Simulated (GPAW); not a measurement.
CaO:

```
Ca O
1.0
     0.00000    2.40356    2.40356
     2.40356    0.00000    2.40356
     2.40356    2.40356    0.00000
Ca O
1 1
Cartesian
  0.0000 0.0000 0.0000
  2.4036 2.4036 2.4036
```

The cell is a database's computed one.

Base run:

| Item | Value |
| --- | --- |
| Program | GPAW 26.7.0 |
| Functional | LDA |
| Potentials or basis | PAW data sets generated in the run's folder for this functional |
| Cutoff | 800 eV |
| Basis | pw |
| k mesh | 10 × 10 × 10 |
| Occupations | fermi-dirac, width 0.05 eV |
| Spin | no spin polarisation |

Its results: band gap on the k mesh 3.52 eV, indirect (least direct gap 3.90 eV); pressure -6.3 GPa.

**Question.** The run is repeated on the same cell with these changes: potentials or basis from PAW data sets generated in the run's folder for this functional to JTH PAW 2.0, LDA. What comes out?

**Answer.** Band gap on the k mesh 3.48 eV, indirect (least direct gap 3.86 eV); pressure -7.4 GPa.

Caveats: the program truncates these outside data sets (some runs).
